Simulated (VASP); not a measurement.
# NaH in VASP: one cell, several levels of theory

NaH, CsCl type, under -4.7 % strain along z alone is computed at one geometry. Runs: PBE, r2SCAN. This is a trial cell built on a prototype, not taken from a measured structure, and it needn't be the compound's ground state.

Code: VASP 6.6.1. PAW datasets, plane waves. All values are calculated for a non-magnetic cell, which may be hypothetical.

**1. The system as given**

The cell comes from an earlier relaxation with r2SCAN in another program, then strained, with the atoms relaxed again.

It is tetragonal, P4/mmm (No. 123); a = 2.932 Å, c = 2.793 Å in the conventional setting, 12.01 Å³ an atom. Na has 8 H at 2.50 Å and 2 Na at 2.79 Å; H has 8 Na at 2.50 Å and 2 H at 2.79 Å.

As a file:

```xyz
2
Lattice="2.9324 0.0000 0.0000 0.0000 2.9324 0.0000 0.0000 0.0000 2.7934" Properties=species:S:1:pos:R:3 pbc="T T T"
Na    0.0000    0.0000    0.0000
H     1.4662    1.4662    1.3967
```

**2. PBE at this geometry**

INCAR reads:

```
ENCUT = 520.000000
SIGMA = 0.020000
EDIFF = 1.00e-07
GGA = PE
PREC = Accurate
IBRION = -1
ISIF = 2
ISMEAR = -1
NBANDS = 11
NELM = 120
NSW = 0
LASPH = .TRUE.
LCHARG = .FALSE.
LWAVE = .FALSE.
LREAL = .FALSE.
```

KPOINTS reads:

```
KPOINTS created by Atomic Simulation Environment
0
Gamma
8 8 8
0 0 0
```

KPOINTS_OPT reads:

```
special points
4
Reciprocal
0.0000000000 0.0000000000 0.0000000000 1
0.0000000000 0.5000000000 0.0000000000 1
0.5000000000 0.5000000000 0.0000000000 1
0.5000000000 0.5000000000 0.5000000000 1
```

POSCAR reads:

```
Na H
 1.0000000000000000
     2.9323912064000002    0.0000000000000000    0.0000000000000000
     0.0000000000000000    2.9323912064000002    0.0000000000000000
     0.0000000000000000    0.0000000000000000    2.7933958632000002
 Na  H
   1   1
Cartesian
  0.0000000000000000  0.0000000000000000  0.0000000000000000
  1.4661956032000001  1.4661956032000001  1.3966979316000001
```

Potentials: the recommended PBE PAW datasets, 8 valence electrons in the neutral cell.

On the command line:

```console
$ mpirun -np 1 vasp_std
```

**3. r2SCAN**

INCAR reads:

```
ENCUT = 520.000000
SIGMA = 0.010000
EDIFF = 1.00e-07
ALGO = Normal
METAGGA = R2SCAN
PREC = Accurate
IBRION = -1
ISIF = 2
ISMEAR = 0
NBANDS = 11
NELM = 120
NSW = 0
LASPH = .TRUE.
LCHARG = .FALSE.
LWAVE = .FALSE.
LREAL = .FALSE.
```

KPOINTS is that of step 2.

KPOINTS_OPT is that of step 2.

POSCAR is that of step 2.

Q: Predict the outcome of this session. Wanted: for each run, gap; pressure.

The runs gave:

| level | gap (eV) | pressure (GPa) |
| --- | --- | --- |
| PBE | 0.86 | 2.23 |
| r2SCAN | 1.44 | 1.08 |

What this shows: The gap runs from 0.86 eV (PBE) to 1.44 eV (r2SCAN). At this one volume the pressure spans 1.1 GPa (r2SCAN) to 2.2 GPa (PBE): PBE wants the largest cell and r2SCAN the smallest.
